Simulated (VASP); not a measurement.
# Sn (I4_1/amd) in VASP: further runs

One crystal, Sn, is run at these levels: PBE; tasks: relaxation of cell and atoms.

All numbers are computed with VASP 6.6.1; they aren't measurements. Logs are shortened: lines on timing, memory, paths and dates and some standing lists are left out, and cuts for length are marked.

### 1 Starting point

The structure is tetragonal, space group I4_1/amd (No. 141). The conventional cell has a = 5.839 Å, b = 5.839 Å, c = 3.188 Å, α = 90.00°, β = 90.00°, γ = 90.00°. Sn (site symmetry -4m2) has 6 Sn at 3.03 to 3.19 Å as nearest neighbours.

### 2 Relaxation of cell and atoms, PBE

File INCAR:

```
  ALGO = Normal
  EDIFF = 1E-6
  EDIFFG = -0.01
  ENCUT = 520
  GGA = PE
  IBRION = 2
  ISIF = 3
  ISMEAR = 0
  LASPH = True
  LCHARG = False
  LREAL = False
  LWAVE = False
  NELM = 120
  NSW = 90
  PREC = Accurate
  SIGMA = 0.1
```

File KPOINTS:

```
k-points
0
Gamma
  15 15 15
```

File POSCAR:

```
Sn
1.0
   -2.9196440800      2.9196440800      1.5938000000
    2.9196440800     -2.9196440800      1.5938000000
    2.9196440800      2.9196440800     -1.5938000000
Sn
2
Direct
    0.0000000000      0.0000000000      0.0000000000
    0.7500000000      0.2500000000      0.5000000000
```

Potentials or basis: VASP PAW PBE potentials, release 64 (Sn_d).

Run with:

```sh
> cat potpaw_PBE.64/Sn_d/POTCAR > POTCAR
> mpirun -np 1 vasp_std > vasp.out
```

OUTCAR:

```text
EDIFF = 1E-6
   EDIFFG = -0.01
   ENCUT = 520
   GGA = PE
   IBRION = 2
   ISIF = 3
   ISMEAR = 0
   LASPH = True
   LREAL = False
   NELM = 120
   NSW = 90
   PREC = Accurate

 ion  position               nearest neighbor table
   1  0.000  0.000  0.000-   2 3.03   2 3.03   2 3.03   2 3.03
   2  0.750  0.250  0.500-   1 3.03   1 3.03   1 3.03   1 3.03

  LATTYP: Found a body centered tetragonal cell.
 ALAT       =     5.8392881600
 C/A-ratio  =     0.5458884564

  Lattice vectors:

 A1 = (  -2.9196440800,   2.9196440800,   1.5938000000)
 A2 = (   2.9196440800,  -2.9196440800,   1.5938000000)
 A3 = (   2.9196440800,   2.9196440800,  -1.5938000000)

Analysis of symmetry for initial positions (statically):
=====================================================================
 Subroutine PRICEL returns:
 Original cell was already a primitive cell.

 Routine SETGRP: Setting up the symmetry group for a
 body centered tetragonal supercell.

 Subroutine GETGRP returns: Found 16 space group operations
 (whereof  8 operations were pure point group operations)
 out of a pool of 16 trial point group operations.

The static configuration has the point symmetry D_2d.
 The point group associated with its full space group is D_4h.

Analysis of symmetry for dynamics (positions and initial velocities):
=====================================================================
 Subroutine PRICEL returns:
 Original cell was already a primitive cell.

 Routine SETGRP: Setting up the symmetry group for a
 body centered tetragonal supercell.

 Subroutine GETGRP returns: Found 16 space group operations
 (whereof  8 operations were pure point group operations)
 out of a pool of 16 trial point group operations.

The dynamic configuration has the point symmetry D_2d.
 The point group associated with its full space group is D_4h.

 Subroutine INISYM returns: Found 16 space group operations
 (whereof  8 operations are pure point group operations),
 and found     1 'primitive' translations

----------------------------------------------------------------------------------------

                                     Primitive cell

  volume of cell :      54.3443

  direct lattice vectors                    reciprocal lattice vectors
    -2.919644080  2.919644080  1.593800000     0.000000000  0.171253751  0.313715648
     2.919644080 -2.919644080  1.593800000     0.171253751  0.000000000  0.313715648
     2.919644080  2.919644080 -1.593800000     0.171253751  0.171253751  0.000000000

  length of vectors
     4.425928326  4.425928326  4.425928326     0.357414822  0.357414822  0.242189377

  position of ions in fractional coordinates (direct lattice)
     0.000000000  0.000000000  0.000000000
     0.750000000  0.250000000  0.500000000

  ion indices of the primitive-cell ions
   primitive index   ion index
                 1           1
                 2           2

----------------------------------------------------------------------------------------

 KPOINTS: k-points

Automatic generation of k-mesh.
 Grid dimensions read from file:
 generate k-points for:   15   15   15

 Generating k-lattice:

  Cartesian coordinates                     Fractional coordinates (reciprocal lattice)
     0.000000000  0.011416917  0.020914377     0.066666667  0.000000000  0.000000000
     0.011416917  0.000000000  0.020914377     0.000000000  0.066666667  0.000000000
     0.011416917  0.011416917  0.000000000     0.000000000  0.000000000  0.066666667

  Length of vectors
     0.023827655  0.023827655  0.016145958

  Shift w.r.t. Gamma in fractional coordinates (k-lattice)
     0.000000000  0.000000000  0.000000000

 Subroutine IBZKPT returns following result:
 ===========================================

 Found    288 irreducible k-points:

 Following reciprocal coordinates:
            Coordinates               Weight
  0.000000  0.000000  0.000000      1.000000
  0.066667  0.000000 -0.000000      8.000000
  0.133333  0.000000  0.000000      8.000000
  0.200000  0.000000  0.000000      8.000000
  0.266667  0.000000  0.000000      8.000000
  0.333333  0.000000  0.000000      8.000000
[... 16 lines left out ...]
  0.133333  0.133333  0.000000      8.000000
  0.200000  0.133333 -0.000000     16.000000
 [... further k-points ...]
   k-points           NKPTS =    288   k-points in BZ     NKDIM =    288   number of bands    NBANDS=     18
   number of dos      NEDOS =    301   number of ions     NIONS =      2
   total plane-waves  NPLWV =  46656
   dimension x,y,z NGX =    36 NGY =   36 NGZ =   36
   dimension x,y,z NGXF=    72 NGYF=   72 NGZF=   72
   ions per type =               2
   NGX,Y,Z   is equivalent  to a cutoff of  13.52, 13.52, 13.52 a.u.
   NGXF,Y,Z  is equivalent  to a cutoff of  27.04, 27.04, 27.04 a.u.
 SYSTEM =  unknown system
   PREC   = accura    normal or accurate (medium, high low for compatibility)
   ISTART =      0    job   : 0-new  1-cont  2-samecut
   ICHARG =      2    charge: 1-file 2-atom 10-const
   ISPIN  =      1    spin polarized calculation?
   LNONCOLLINEAR =      F non collinear calculations
   LSORBIT =      F    spin-orbit coupling
   LASPH  =      T    aspherical Exc in radial PAW
   ENCUT  =  520.0 eV  38.22 Ry    6.18 a.u.   8.23  8.23  8.23*2*pi/ulx,y,z
   NELM   =    120;   NELMIN=  2; NELMDL= -5     # of ELM steps
   EDIFF  = 0.1E-05   stopping-criterion for ELM
   LREAL  =      F    real-space projection
   EDIFFG = -.1E-01   stopping-criterion for IOM
   NSW    =     90    number of steps for IOM
   IBRION =      2    ionic relax: 0-MD 1-quasi-New 2-CG
   NFREE  =      1    steps in history (QN), initial steepest desc. (CG)
   ISIF   =      3    stress and relaxation
   ISYM   =      2    0-nonsym 1-usesym 2-fastsym
   POTIM  = 0.5000    time-step for ionic-motion
   TEBEG  =    0.0;   TEEND  =   0.0 temperature during run
   PSTRESS=    0.0 pullay stress
   NELECT =      28.0000    total number of electrons
   NUPDOWN=      -1.0000    fix difference up-down
   EMIN   =  10.00;   EMAX   =-10.00  energy-range for DOS
   EFERMI =   0.00;   METHOD = LEGACY
   ISMEAR =     0;   SIGMA  =   0.10  broadening in eV -4-tet -1-fermi 0-gaus
   EFERMI_NEDOS =   21; number of points for ismear=-14 and -15
   IALGO  =     38    algorithm
   IMIX   =      4    mixing-type and parameters
     AMIX     =   0.40;   BMIX     =  1.00
     AMIX_MAG =   1.60;   BMIX_MAG =  1.00
  volume/ion in A,a.u.               =      27.17       183.37
  Fermi-wavevector in a.u.,A,eV,Ry     =   1.312430  2.480134 23.435677  1.722474
  Thomas-Fermi vector in A             =   2.442823
   LORBIT       =      0    0 simple, 1 ext, 2 COOP (PROOUT), +10 PAW based schemes
   GGA     = PE    functional components
   LHFCALC =     F    Hartree Fock is set to
   AEXX    =    0.0000 exact exchange contribution
   IVDW    =     0    specifies the selected vdW correction
   LEPSILON=     F    determine dielectric tensor
   LRPA    =     F    only Hartree local field effects (RPA)
 conjugate gradient relaxation of ions
 non-spin polarized calculation
 Gauss-broadening in eV      SIGMA  =   0.10
  energy-cutoff  :      520.00
  volume of cell :       54.34
 maximum number of plane-waves:      1480
 NGX is ok and might be reduce to    36
   NGX = 17   NGY = 17   NGZ = 17

--------------------------------------- Ionic step        1  -------------------------------------------

 number of electron      27.9999999 magnetization

 Free energy of the ion-electron system (eV)
  ---------------------------------------------------
  ext. energy  EPLUGINS =         0.00000000
  ---------------------------------------------------
  free energy    TOTEN  =        -7.59426447 eV

  energy without entropy =       -7.58975334  energy(sigma->0) =       -7.59200891

------------------------ aborting loop because EDIFF is reached ----------------------------------------

  FORCE on cell =-STRESS in cart. coord.  units (eV):
  Direction    XX          YY          ZZ          XY          YZ          ZX
  --------------------------------------------------------------------------------------
  -------------------------------------------------------------------------------------
  Total        0.8979089      0.8979089      0.5410020      0.0000000      0.0000000      0.0000000
  in kB       26.4721501     26.4721501     15.9498212      0.0000000      0.0000000      0.0000000
  external PRESSURE =      22.9647071 kB  Pullay stress =       0.0000000 kB
[... 89 lines left out ...]
  FREE ENERGIE OF THE ION-ELECTRON SYSTEM (eV)
  ---------------------------------------------------
  free  energy   TOTEN  =        -7.6124226199 eV

  energy  without entropy=       -7.6076329228  energy(sigma->0) =       -7.61002777

[... ionic steps 4 to 7 ...]

--------------------------------------- Ionic step        8  -------------------------------------------

 number of electron      27.9999995 magnetization

------------------------ aborting loop because EDIFF is reached ----------------------------------------

  FORCE on cell =-STRESS in cart. coord.  units (eV):
  Direction    XX          YY          ZZ          XY          YZ          ZX
  --------------------------------------------------------------------------------------
  -------------------------------------------------------------------------------------
  Total       -0.0315966     -0.0315966     -0.0201425      0.0000000      0.0000000      0.0000000
  in kB       -0.8903887     -0.8903887     -0.5676127      0.0000000      0.0000000      0.0000000
  external PRESSURE =      -0.7827967 kB  Pullay stress =       0.0000000 kB
[... 57 lines left out ...]
  energy  without entropy=       -7.6090137212  energy(sigma->0) =       -7.61118683

--------------------------------------- Ionic step       10  -------------------------------------------

 number of electron      27.9999995 magnetization

 Free energy of the ion-electron system (eV)
  ---------------------------------------------------
  ext. energy  EPLUGINS =         0.00000000
  ---------------------------------------------------
  free energy    TOTEN  =        -7.61336241 eV

  energy without entropy =       -7.60900922  energy(sigma->0) =       -7.61118582

 E-fermi :   7.4361     XC(G=0): -10.0962

 val. band max:        7.4209354752   @ k =   0.4667   0.3333   0.0667
 cond. band min:       7.4452881663   @ k =  -0.2000  -0.2667   0.1333
 fundamental gap:      0.0243526911
 Fermi energy:         7.4361181134

 k-point     1 :       0.0000    0.0000    0.0000
  band No.  band energies     occupation
      1     -14.1559      2.00000
      2     -14.1032      2.00000
      3     -14.0545      2.00000
      4     -14.0456      2.00000
      5     -13.9077      2.00000
      6     -13.9077      2.00000
[... 10 lines left out ...]
     17      13.3063      0.00000
     18      14.2216      0.00000
[... 466 lines left out ...]
      2     -14.0087      2.00000
      3     -14.0044      2.00000
      4     -13.9683      2.00000
      5     -13.9640      2.00000
      6     -13.9497      2.00000
[... 10 lines left out ...]
     17      11.1304      0.00000
     18      11.3987      0.00000

 [... further k-points ...]

------------------------ aborting loop because EDIFF is reached ----------------------------------------

  FORCE on cell =-STRESS in cart. coord.  units (eV):
  Direction    XX          YY          ZZ          XY          YZ          ZX
  --------------------------------------------------------------------------------------
  -------------------------------------------------------------------------------------
  Total       -0.0091771     -0.0091771     -0.0009102      0.0000000      0.0000000      0.0000000
  in kB       -0.2590710     -0.2590710     -0.0256952      0.0000000      0.0000000      0.0000000
  external PRESSURE =      -0.1812791 kB  Pullay stress =       0.0000000 kB
[... 17 lines left out ...]
  FREE ENERGIE OF THE ION-ELECTRON SYSTEM (eV)
  ---------------------------------------------------
  free  energy   TOTEN  =        -7.6133624130 eV

  energy  without entropy=       -7.6090092182  energy(sigma->0) =       -7.61118582

 reached required accuracy - stopping structural energy minimisation
```

Wall time 8.6 min (1 thread of Intel Xeon 6975P-C (Granite Rapids), shared host); peak memory 0.39 GiB.

What came out:

```yaml
Free_energy: -7.6134 eV
Relaxed_volume: 28.38 Å³/atom
Relaxed_cell: a = 4.507 Å, b = 4.507 Å, c = 4.507 Å, α = 97.21°, β = 97.21°, γ = 138.49°
Space_group_after_relaxing_to_0.05_Å: I4_1/amd (No. 141)
Energy_gained_by_relaxing: 9.5 meV/atom
Ionic_steps: 10
Pressure_after_relaxing: 0.0 GPa
Band_gap_on_the_k_mesh: none (metal or under the smearing width)
```

The path:
```csv
step,energy change (eV),largest force (eV/Å),pressure (GPa),volume (Å³)
1,0.0000,0.0000,2.30,54.34
2,-0.0172,0.0000,-0.52,57.46
3,-0.0182,0.0000,-0.04,56.87
4,-0.0181,0.0000,-0.14,56.92
5,-0.0188,0.0000,-0.14,56.89
6,-0.0191,0.0000,-0.12,56.87
7,-0.0191,0.0000,-0.11,56.86
8,-0.0191,0.0000,-0.08,56.86
9,-0.0191,0.0000,0.06,56.72
10,-0.0191,0.0000,-0.02,56.75
```

Final structure:
```
CELL_PARAMETERS angstrom
-2.98046 2.98046 1.59724
2.98046 -2.98046 1.59724
2.98046 2.98046 -1.59724
ATOMIC_POSITIONS crystal
Sn 0.00000 0.00000 0.00000
Sn 0.75000 0.25000 0.50000
```

Levels at points of the mesh, in eV from the Fermi level:
| k point | band 11 | band 12 | band 13 | band 14 | band 15 | band 16 | band 17 | band 18 |
| --- | --- | --- | --- | --- | --- | --- | --- | --- |
| (0.00, 0.00, 0.00) | -10.81 | -3.92 | -1.92 | -1.92 | 2.99 | 5.87 | 5.87 | 6.79 |

PBE usually gives volumes a little too large and moduli too small. Zero-point motion and thermal expansion aren't in these numbers.

### 3 Relaxation of cell and atoms, PBE

This run uses another cell than the first one, of 28.38 Å³/atom, 1.044 times its volume.

File INCAR:

```
  ALGO = Normal
  EDIFF = 1E-7
  EDIFFG = -0.005
  ENCUT = 520
  GGA = PE
  IBRION = 2
  ISIF = 3
  ISMEAR = 0
  LASPH = True
  LCHARG = False
  LREAL = False
  LWAVE = False
  NELM = 120
  NSW = 60
  POTIM = 0.3
  PREC = Accurate
  SIGMA = 0.1
```

KPOINTS is that of step 2.

File POSCAR:

```
Sn                                      
1.0
   -2.9804631095      2.9804631095      1.5972409782
    2.9804631095     -2.9804631095      1.5972409782
    2.9804631095      2.9804631095     -1.5972409782
  Sn            
     2
Direct
     0.0000000000000000    0.0000000000000000    1.0000000000000000
     0.7500000000000000    0.2500000000000000    0.5000000000000000
```

Potentials or basis: VASP PAW PBE potentials, release 64 (Sn_d).

Run with:

```sh
> cat potpaw_PBE.64/Sn_d/POTCAR > POTCAR
> mpirun -np 1 vasp_std > vasp.out
```

Run time: 98 s. Hardware: 1 thread of Intel Xeon 6975P-C (Granite Rapids), shared host; peak memory 0.37 GiB.

Results (log left out):

```yaml
Free_energy: -7.6143 eV
Pressure_after_relaxing: 0.0 GPa
Band_gap_on_the_k_mesh: none (metal or under the smearing width)
```

Final structure:
```
CELL_PARAMETERS angstrom
-2.98046 2.98046 1.59724
2.98046 -2.98046 1.59724
2.98046 2.98046 -1.59724
ATOMIC_POSITIONS crystal
Sn 0.00000 0.00000 0.00000
Sn 0.75000 0.25000 0.50000
```

Levels at points of the mesh, in eV from the Fermi level:
| k point | band 12 | band 13 | band 14 | band 15 | band 16 | band 17 |
| --- | --- | --- | --- | --- | --- | --- |
| (0.00, 0.00, 0.00) | -3.92 | -1.92 | -1.92 | 2.99 | 5.87 | 5.87 |

Caveat: the relaxation stopped at its first step, so nothing moved.
